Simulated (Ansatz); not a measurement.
Write the native input for Ansatz 0.2.0 that does the following.

```yaml
Task: density of states
Functional: PBEsol
Potentials_or_basis: Ansatz PAW
Cutoff: "420 eV (not typed: the program's choice for these potentials)"
k_mesh: 8 × 8 × 8
Occupations: fermi-dirac, width 0.05 eV
Spin: no spin polarisation
```

ZrS:

```
CELL_PARAMETERS angstrom
0.00000 2.62500 2.62500
2.62500 0.00000 2.62500
2.62500 2.62500 0.00000
ATOMIC_POSITIONS crystal
Zr 0.00000 0.00000 0.00000
S 0.50000 0.50000 0.50000
```

One way to write it, as run:

input.yaml

```yaml
crystal:
  lattice:
    - [0.0, 2.625, 2.625]
    - [2.625, 0.0, 2.625]
    - [2.625, 2.625, 0.0]
  atoms:
    - { symbol: Zr, position: [0.0, 0.0, 0.0] }
    - { symbol: S, position: [0.5, 0.5, 0.5] }
hamiltonian:
  xc: pbesol
  pseudopotentials: { kind: paw }
kpoints:
  mp_grid: { grid: [8, 8, 8] }
scf:
  occupations: { method: fermi_dirac, width: 0.05 }
  n_extra_bands: 6
output:
  forces: true
  stress: true
  eigenvalues: true
  dos: { projected: false, de: 0.05, nscf_kmesh: { grid: [12, 12, 12] } }
```

Potentials or basis: Ansatz PAW.

Launch:

```bash
$ ansatz run input.yaml --threads 2 --pin off --max-ram 5632MiB --backend cpu --events-out ev --progress --plain --runs-dir out
```

It gave:

```json
{
 "Pressure": "-6.5 GPa",
 "Band gap on the k mesh": "none (metal or under the smearing width)",
 "Density of states at the Fermi level": "1.42 states/eV per cell"
}
```

Caveat: the PAW data sets come from PBE, with cores solved anew for the run's functional, which leaves a small shift of forces and pressure.

Run time: 1.2 s on 2 threads of Intel(R) Xeon(R) Platinum 8375C CPU @ 2.90GHz (Ice Lake), on a shared host, peak memory 0.36 GiB.
